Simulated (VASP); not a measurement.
# Te (P3_121) in VASP: further runs, part 2 of 3

VASP 6.6.1. The steps go on from the part before.

## 4. Dielectric tensor, PBEsol

INCAR

```
ALGO = Normal ; EDIFF = 1E-8
ENCUT = 400 ; GGA = PS
ISIF = 2 ; ISMEAR = 0
LASPH = True ; LCHARG = False
LEPSILON = True ; LREAL = False
LWAVE = False ; NELM = 100
PREC = Accurate ; SIGMA = 0.01
```

KPOINTS

```
k-points
0
Gamma
  7 7 5
```

POSCAR

```
Te
1.0
    4.4540000000      0.0000000000      0.0000000000
   -2.2270000000      3.8572771485      0.0000000000
    0.0000000000      0.0000000000      5.9240000000
Te
3
Direct
    0.7310000000      0.7310000000      0.0000000000
    0.0000000000      0.2690000000      0.6666666667
    0.2690000000      0.0000000000      0.3333333333
```

Potentials or basis: VASP PAW PBE potentials, release 64 (Te).

Command:

```
$ cat potpaw_PBE.64/Te/POTCAR > POTCAR
$ mpirun -np 1 vasp_std > vasp.out
```

OUTCAR:

```text
EDIFF = 1E-8
   ENCUT = 400
   GGA = PS
   ISIF = 2
   ISMEAR = 0
   LASPH = True
   LEPSILON = True
   LREAL = False
   NELM = 100
   PREC = Accurate

 Found     32 irreducible k-points:

 Following reciprocal coordinates:
            Coordinates               Weight
  0.000000  0.000000  0.000000      1.000000
  0.142857  0.000000  0.000000      6.000000
  0.285714  0.000000  0.000000      6.000000
  0.428571  0.000000  0.000000      6.000000
  0.142857  0.142857  0.000000      6.000000
  0.285714  0.142857  0.000000     12.000000
   k-points           NKPTS =     32   k-points in BZ     NKDIM =     32   number of bands    NBANDS=     13
   number of dos      NEDOS =    301   number of ions     NIONS =      3
   total plane-waves  NPLWV =  36000
   dimension x,y,z NGX =    30 NGY =   30 NGZ =   40
   dimension x,y,z NGXF=    60 NGYF=   60 NGZF=   80
   ions per type =               3
   NGX,Y,Z   is equivalent  to a cutoff of  11.20, 11.20, 11.23 a.u.
   NGXF,Y,Z  is equivalent  to a cutoff of  22.40, 22.40, 22.45 a.u.
 SYSTEM =  unknown system
   PREC   = accura    normal or accurate (medium, high low for compatibility)
   ISTART =      0    job   : 0-new  1-cont  2-samecut
   ICHARG =      2    charge: 1-file 2-atom 10-const
   ISPIN  =      1    spin polarized calculation?
   LNONCOLLINEAR =      F non collinear calculations
   LSORBIT =      F    spin-orbit coupling
   LASPH  =      T    aspherical Exc in radial PAW
   ENCUT  =  400.0 eV  29.40 Ry    5.42 a.u.   7.26  7.26  9.66*2*pi/ulx,y,z
   NELM   =    100;   NELMIN=  2; NELMDL= -5     # of ELM steps
   EDIFF  = 0.1E-07   stopping-criterion for ELM
   LREAL  =      F    real-space projection
   EDIFFG = 0.1E-06   stopping-criterion for IOM
   NSW    =      0    number of steps for IOM
   IBRION =     -1    ionic relax: 0-MD 1-quasi-New 2-CG
   NFREE  =      0    steps in history (QN), initial steepest desc. (CG)
   ISIF   =      2    stress and relaxation
   ISYM   =      2    0-nonsym 1-usesym 2-fastsym
   POTIM  = 0.5000    time-step for ionic-motion
   TEBEG  =    0.0;   TEEND  =   0.0 temperature during run
   PSTRESS=    0.0 pullay stress
   NELECT =      18.0000    total number of electrons
   NUPDOWN=      -1.0000    fix difference up-down
   EMIN   =  10.00;   EMAX   =-10.00  energy-range for DOS
   EFERMI =   0.00;   METHOD = LEGACY
   ISMEAR =     0;   SIGMA  =   0.01  broadening in eV -4-tet -1-fermi 0-gaus
   EFERMI_NEDOS =   21; number of points for ismear=-14 and -15
   IALGO  =     38    algorithm
   IMIX   =      4    mixing-type and parameters
     AMIX     =   0.40;   BMIX     =  1.00
     AMIX_MAG =   1.60;   BMIX_MAG =  1.00
  volume/ion in A,a.u.               =      33.93       228.94
  Fermi-wavevector in a.u.,A,eV,Ry     =   0.918933  1.736531 11.489263  0.844437
  Thomas-Fermi vector in A             =   2.044070
   LORBIT       =      0    0 simple, 1 ext, 2 COOP (PROOUT), +10 PAW based schemes
   GGA     = PS    functional components
   LHFCALC =     F    Hartree Fock is set to
   AEXX    =    0.0000 exact exchange contribution
   IVDW    =     0    specifies the selected vdW correction
   LEPSILON=     T    determine dielectric tensor
   LRPA    =     F    only Hartree local field effects (RPA)
 non-spin polarized calculation
 Gauss-broadening in eV      SIGMA  =   0.01
  energy-cutoff  :      400.00
  volume of cell :      101.78
[... 116 lines left out ...]
  -------------------------------------------------------------------------------------
  Total       -0.6223405     -0.6223405     -0.4343861      0.0000000      0.0000000      0.0000000
  in kB       -9.7969868     -9.7969868     -6.8381782      0.0000000      0.0000000      0.0000000
  external PRESSURE =      -8.8107173 kB  Pullay stress =       0.0000000 kB

 VOLUME and BASIS-vectors are now :
 -----------------------------------------------------------------------------
  energy-cutoff  :      400.00
  volume of cell :      101.78
      direct lattice vectors                 reciprocal lattice vectors
     4.454000000  0.000000000  0.000000000     0.224517288  0.129625117  0.000000000
    -2.227000000  3.857277149  0.000000000     0.000000000  0.259250233  0.000000000
     0.000000000  0.000000000  5.924000000     0.000000000  0.000000000  0.168804862

 POSITION                                       TOTAL-FORCE (eV/Angst)
 -----------------------------------------------------------------------------------
      1.62794      2.81967      0.00000        -0.062948     -0.109029     -0.000000
     -0.59906      1.03761      3.94933        -0.062948      0.109029     -0.000000
      1.19813      0.00000      1.97467         0.125896      0.000000      0.000000
 -----------------------------------------------------------------------------------
    total drift:                                0.000000      0.000000      0.000000

  FREE ENERGIE OF THE ION-ELECTRON SYSTEM (eV)
  ---------------------------------------------------
  free  energy   TOTEN  =       -10.5461136993 eV

  energy  without entropy=      -10.5461136993  energy(sigma->0) =      -10.54611370

 HEAD OF MICROSCOPIC STATIC DIELECTRIC TENSOR (INDEPENDENT PARTICLE, excluding Hartree and local field effects)
 ------------------------------------------------------
          40.096028     0.000000     0.000000
           0.000000    40.096028     0.000000
           0.000000    -0.000000    70.966591
 ------------------------------------------------------

 Free energy of the ion-electron system (eV)
  ---------------------------------------------------
  ---------------------------------------------------
  free energy    TOTEN  =       -10.54893048 eV

  energy without entropy =      -10.54893048

------------------------ aborting loop because EDIFF is reached ----------------------------------------

--------------------------------------- Ionic step        2  -------------------------------------------

------------------------ aborting loop because EDIFF is reached ----------------------------------------

--------------------------------------- Ionic step        3  -------------------------------------------

 Free energy of the ion-electron system (eV)
  ---------------------------------------------------
  ---------------------------------------------------
  free energy    TOTEN  =       -19.78605539 eV

  energy without entropy =      -19.78605539

------------------------ aborting loop because EDIFF is reached ----------------------------------------

 PIEZOELECTRIC TENSOR FIELD DIRECTION 3  (e Angst)
 -----------------------------------------------------------------------------
     0.00275 -0.00000 -0.00000           ( -0.00001  0.00000 -0.00000)
     0.00000  0.00275 -0.00000           (  0.00000 -0.00001 -0.00000)
    -0.00000 -0.00000  0.04499           ( -0.00000 -0.00000 -0.00002)

 PIEZOELECTRIC TENSOR FIELD DIRECTION 3  (C/m^2)
 -----------------------------------------------------------------------------
     0.00043 -0.00000 -0.00000
     0.00000  0.00043 -0.00000
    -0.00000 -0.00000  0.00708

 MACROSCOPIC STATIC DIELECTRIC TENSOR (including local field effects in DFT)
 ------------------------------------------------------
          36.865205     0.000000     0.000000
           0.000000    36.865205    -0.000000
          -0.000000     0.000000    68.624391
 ------------------------------------------------------

 PIEZOELECTRIC TENSOR (including local field effects)  for field in x, y, z        (e  Angst)
          XX          YY          ZZ          XY          YZ          ZX
  --------------------------------------------------------------------------------
  x    -3.23737     3.23737     0.00000     0.00000     0.94833     0.00000
  y     0.00000     0.00000     0.00000     3.23737    -0.00000    -0.94833
  z     0.00000     0.00000     0.00000     0.00000     0.00000     0.00000

 PIEZOELECTRIC TENSOR (including local field effects)  for field in x, y, z        (C/m^2)
          XX          YY          ZZ          XY          YZ          ZX
  --------------------------------------------------------------------------------
  x    -0.50963     0.50963     0.00000     0.00000     0.14929     0.00000
  y     0.00000     0.00000     0.00000     0.50963    -0.00000    -0.14929
  z     0.00000     0.00000     0.00000     0.00000     0.00000     0.00000

 BORN EFFECTIVE CHARGES (including local field effects) (in |e|, cummulative output)
 ---------------------------------------------------------------------------------
 ion    1
    1    -1.31524     2.27806     2.15518
    2     2.27806     1.31524    -1.24429
    3     2.53216    -1.46194    -0.00000
 ion    2
    1    -1.31524    -2.27806    -2.15518
    2    -2.27806     1.31524    -1.24429
    3    -2.53216    -1.46194    -0.00000
 ion    3
    1     2.63048     0.00000     0.00000
    2     0.00000    -2.63048     2.48858
    3     0.00000     2.92388    -0.00000
```

OSZICAR:

```text
N       E                     dE             d eps       ncg     rms          rms(c)
DAV:   1     0.663294747441E+02    0.66329E+02   -0.55598E+03   832   0.889E+02
[... 13 lines left out ...]
RMM:   9    -0.197860405832E+02   -0.29614E-03   -0.98465E-06  1915   0.482E-03    0.252E-03
RMM:  10    -0.197860291455E+02    0.11438E-04   -0.20776E-05  1911   0.113E-03    0.187E-03
RMM:  11    -0.197860449128E+02   -0.15767E-04   -0.23587E-06  1892   0.515E-04    0.301E-04
RMM:  12    -0.197860546004E+02   -0.96875E-05   -0.97275E-07  1779   0.209E-04    0.211E-04
RMM:  13    -0.197860554878E+02   -0.88741E-06   -0.96886E-07   965   0.726E-05    0.238E-05
RMM:  14    -0.197860551518E+02    0.33592E-06   -0.18487E-07   304   0.520E-05    0.124E-05
RMM:  15    -0.197860553940E+02   -0.24212E-06   -0.24756E-09   212   0.519E-05    0.375E-06
```

stdout:

```text
POSCAR found type information on POSCAR Te
 POSCAR found :  1 types and       3 ions
 scaLAPACK will be used
 -----------------------------------------------------------------------------
|                                                                             |
|                                                                             |
|     You enforced a specific xc type in the INCAR file but a different       |
[... 44 lines left out ...]
  Direction:   1
 dielectric tensor                  component  1 :    36.865     0.345    16.033
 Linear response to external field, progress :
  Direction:   2
 dielectric tensor                  component  2 :     0.043    36.865    -0.000
 Linear response to external field, progress :
  Direction:   3
 dielectric tensor                  component  3 :     6.394   -27.961    68.624
 Born effective charges drift removed
```

Wall time 4.1 min (1 thread of AMD EPYC 9R45 (Zen 5), shared host); peak memory 0.33 GiB.

These settings aren't checked as converged: the numbers below hold their error.

What came out:

```
Band gap on the k mesh                  : 0.59 eV, indirect (least direct gap 0.76 eV)
Electronic dielectric tensor (diagonal) : 36.87, 36.87, 68.62
Born charges (mean of the diagonal)     : Te +0.00 e
```

Caveat: the gap is small at this level, which inflates the dielectric constant; the PAW data sets were made with another functional, which shifts forces and pressure a little; spin-orbit coupling is left out, which moves the levels of the heavy elements; an odd mesh through Γ misses points on the zone boundary, where band edges often lie.

## 5. Dielectric tensor, PBEsol

Edit INCAR of step 4 so:

```diff
@@ -1,3 +1,3 @@
 ALGO = Normal ; EDIFF = 1E-8
-ENCUT = 400 ; GGA = PS
+ENCUT = 600 ; GGA = PS
 ISIF = 2 ; ISMEAR = 0
```

KPOINTS

```
k-points
0
Gamma
  6 6 4
```

POSCAR is that of step 4.

Potentials or basis: VASP PAW PBE potentials, release 64 (Te).

Command:

```
$ cat potpaw_PBE.64/Te/POTCAR > POTCAR
$ mpirun -np 1 vasp_std > vasp.out
```

OUTCAR:

```text
EDIFF = 1E-8
   ENCUT = 600
   GGA = PS
   ISIF = 2
   ISMEAR = 0
   LASPH = True
   LEPSILON = True
   LREAL = False
   NELM = 100
   PREC = Accurate

 Found     24 irreducible k-points:

 Following reciprocal coordinates:
            Coordinates               Weight
  0.000000  0.000000  0.000000      1.000000
  0.166667  0.000000  0.000000      6.000000
  0.333333  0.000000  0.000000      6.000000
  0.500000  0.000000  0.000000      3.000000
  0.166667  0.166667  0.000000      6.000000
  0.333333  0.166667  0.000000     12.000000
   k-points           NKPTS =     24   k-points in BZ     NKDIM =     24   number of bands    NBANDS=     13
   number of dos      NEDOS =    301   number of ions     NIONS =      3
   total plane-waves  NPLWV =  62208
   dimension x,y,z NGX =    36 NGY =   36 NGZ =   48
   dimension x,y,z NGXF=    72 NGYF=   72 NGZF=   96
   ions per type =               3
   NGX,Y,Z   is equivalent  to a cutoff of  13.44, 13.44, 13.47 a.u.
   NGXF,Y,Z  is equivalent  to a cutoff of  26.87, 26.87, 26.94 a.u.
 SYSTEM =  unknown system
   PREC   = accura    normal or accurate (medium, high low for compatibility)
   ISTART =      0    job   : 0-new  1-cont  2-samecut
   ICHARG =      2    charge: 1-file 2-atom 10-const
   ISPIN  =      1    spin polarized calculation?
   LNONCOLLINEAR =      F non collinear calculations
[... 211 lines left out ...]
  energy without entropy =      -18.22877390

------------------------ aborting loop because EDIFF is reached ----------------------------------------

 PIEZOELECTRIC TENSOR FIELD DIRECTION 3  (e Angst)
 -----------------------------------------------------------------------------
     0.00402  0.00001  0.00000           ( -0.00001  0.00000  0.00000)
    -0.00001  0.00402 -0.00000           (  0.00000 -0.00001  0.00000)
     0.00000 -0.00000  0.02182           (  0.00000 -0.00000 -0.00001)

 PIEZOELECTRIC TENSOR FIELD DIRECTION 3  (C/m^2)
 -----------------------------------------------------------------------------
     0.00063  0.00000  0.00000
    -0.00000  0.00063 -0.00000
     0.00000 -0.00000  0.00343

 MACROSCOPIC STATIC DIELECTRIC TENSOR (including local field effects in DFT)
 ------------------------------------------------------
         912.943629     0.000000    -0.000000
           0.000000   912.943629    -0.000000
          -0.000000     0.000000    62.929495
 ------------------------------------------------------

 PIEZOELECTRIC TENSOR (including local field effects)  for field in x, y, z        (e  Angst)
          XX          YY          ZZ          XY          YZ          ZX
  --------------------------------------------------------------------------------
  x   -15.35755    15.35755     0.00000    -0.00000    14.27418     0.00000
  y     0.00000    -0.00000     0.00000    15.35755    -0.00000   -14.27552
  z     0.00000    -0.00000     0.00000    -0.00001     0.00000     0.00000

 PIEZOELECTRIC TENSOR (including local field effects)  for field in x, y, z        (C/m^2)
          XX          YY          ZZ          XY          YZ          ZX
  --------------------------------------------------------------------------------
  x    -2.41761     2.41761     0.00000    -0.00000     2.24706     0.00000
  y     0.00000    -0.00000     0.00000     2.41761    -0.00000    -2.24728
  z     0.00000    -0.00000     0.00000    -0.00000     0.00000     0.00000

 BORN EFFECTIVE CHARGES (including local field effects) (in |e|, cummulative output)
 ---------------------------------------------------------------------------------
 ion    1
    1    -1.38238     2.39436     3.77663
    2     2.39436     1.38238    -2.18044
    3     2.57703    -1.48785     0.00000
 ion    2
    1    -1.38238    -2.39436    -3.77663
    2    -2.39436     1.38238    -2.18044
    3    -2.57703    -1.48785    -0.00000
 ion    3
    1     2.76477     0.00000     0.00000
    2     0.00000    -2.76477     4.36087
    3     0.00000     2.97569     0.00000
```

OSZICAR:

```text
N       E                     dE             d eps       ncg     rms          rms(c)
DAV:   1     0.818503931599E+02    0.81850E+02   -0.71153E+03   624   0.124E+03
[... 13 lines left out ...]
RMM:   8    -0.182284421727E+02   -0.20589E-02   -0.75067E-05  1273   0.192E-02    0.116E-02
RMM:   9    -0.182287550207E+02   -0.31285E-03   -0.74888E-05  1325   0.504E-03    0.268E-03
RMM:  10    -0.182287459496E+02    0.90711E-05   -0.42311E-05  1324   0.120E-03    0.198E-03
RMM:  11    -0.182287626866E+02   -0.16737E-04   -0.70228E-06  1313   0.540E-04    0.396E-04
RMM:  12    -0.182287732295E+02   -0.10543E-04   -0.83365E-06  1222   0.211E-04    0.235E-04
RMM:  13    -0.182287742642E+02   -0.10347E-05   -0.30380E-06   690   0.757E-05    0.280E-05
RMM:  14    -0.182287739037E+02    0.36051E-06   -0.10899E-07   207   0.526E-05    0.597E-06
```

Run time: 6.2 min. Hardware: 1 thread of AMD EPYC 9R45 (Zen 5), shared host; peak memory 0.42 GiB.

These settings aren't checked as converged: the numbers below hold their error.

What came out:

```yaml
Band_gap_on_the_k_mesh: 0.13 eV, direct
Electronic_dielectric_tensor_diagonal: 912.94, 912.94, 62.93
Born_charges_mean_of_the_diagonal: Te +0.00 e
```

Caveat: the gap is small at this level, which inflates the dielectric constant; the PAW data sets were made with another functional, which shifts forces and pressure a little; spin-orbit coupling is left out, which moves the levels of the heavy elements.

(Part 2 of 3 ends here.)
